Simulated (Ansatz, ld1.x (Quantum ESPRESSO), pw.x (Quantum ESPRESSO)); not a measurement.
What a changed setting does to a pw.x run (diamond Fe)

Potential: PAW, ld1.x (Quantum ESPRESSO) 7.5, PBE; core [Ar], reference 3d6 4s1 4p1; waves: 4s (bound): rcut 2.00, rcutus 2.55 bohr; 4s channel at 4.15 Ry: rcut 2.00, rcutus 2.55 bohr; 4p (bound): rcut 2.65, rcutus 3.65 bohr; 4p channel at 4.55 Ry: rcut 2.65, rcutus 3.65 bohr; 3d (bound): rcut 1.45, rcutus 1.85 bohr; 3d channel at 0.65 Ry: rcut 1.45, rcutus 1.85 bohr; local part: all-electron potential smoothed inside 2.20 bohr (lloc = -1); core correction: a·sin(br)/r model core inside 1.20 bohr; augmentation: PSQ, inside the norm-conserving radii.

The reference run (k-mesh 9³, cutoffs 60/480 Ry, Fermi–Dirac 0.01 Ry, mixing_beta 0.4, conv_thr 1e-9, no spin) gives -1.74 GPa at 14.526 Å³/atom, where all-electron LAPW gives -0.18 GPa. This run, with its own iteration cap, changes degauss to 0.02.

```
&control
  calculation='scf', prefix='x', pseudo_dir='./', outdir='./tmp', tstress=.true., disk_io='none'
/
&system
  ibrav=0, nat=2, ntyp=1, ecutwfc=60, ecutrho=480, nbnd=16,
  occupations='smearing', smearing='fd', degauss=0.02
/
&electrons
  conv_thr=1e-09, mixing_beta=0.4, electron_maxstep=50
/
ATOMIC_SPECIES
Fe 1.0 Fe.UPF
CELL_PARAMETERS angstrom
  0.00000000 2.43995610 2.43995610
  2.43995610 0.00000000 2.43995610
  2.43995610 2.43995610 0.00000000
ATOMIC_POSITIONS crystal
Fe 0.0000 0.0000 0.0000
Fe 0.2500 0.2500 0.2500
K_POINTS automatic
9 9 9 0 0 0
```

```bash
pw.x < Fe.scf.in > Fe.scf.out
```

Problem. How does the run end?

Solution. It converges in 18 iterations; the free energy moves by -115.2 meV/atom and the pressure by +1.80 GPa. In a metal, with Fermi–Dirac smearing, F lies below its zero-width value by a term in the square of the width.

```
Message from routine setup:
     using ibrav=0 with symmetry is DISCOURAGED, use correct ibrav instead
     lattice parameter (alat)  =       6.5207  a.u.
     unit-cell volume          =     196.0526 (a.u.)^3
     number of electrons       =        16.00
     number of Kohn-Sham states=           16
     kinetic-energy cutoff     =      60.0000  Ry
     charge density cutoff     =     480.0000  Ry
     scf convergence threshold =      1.0E-09
     Exchange-correlation= SLA  PW   PBX  PBC
     number of k points=    35  Fermi-Dirac smearing, width (Ry)=  0.0200
     iteration #  1     ecut=    60.00 Ry     beta= 0.40
     total energy              =    -283.27274187 Ry
     estimated scf accuracy    <       0.09371687 Ry
     iteration #  2     ecut=    60.00 Ry     beta= 0.40
     total energy              =    -283.27578376 Ry
     estimated scf accuracy    <       0.04696534 Ry
     iteration #  3     ecut=    60.00 Ry     beta= 0.40
     total energy              =    -283.27556658 Ry
     estimated scf accuracy    <       0.01210633 Ry
     [... 12 iterations left out ...]
     iteration # 16     ecut=    60.00 Ry     beta= 0.40
     total energy              =    -283.27774428 Ry
     estimated scf accuracy    <          8.6E-09 Ry
     iteration # 17     ecut=    60.00 Ry     beta= 0.40
     total energy              =    -283.27774428 Ry
     estimated scf accuracy    <          3.5E-09 Ry
     iteration # 18     ecut=    60.00 Ry     beta= 0.40
     the Fermi energy is     9.5264 ev
!    total energy              =    -283.27774428 Ry
     estimated scf accuracy    <          3.6E-10 Ry
     smearing contrib. (-TS)   =      -0.04648717 Ry
     convergence has been achieved in  18 iterations
          total   stress  (Ry/bohr**3)                   (kbar)     P=        0.54
     Message from routine punch:
     Nothing written, as per user request (disk_io='none')
```

The run took about 97 s on one core of a shared server CPU.
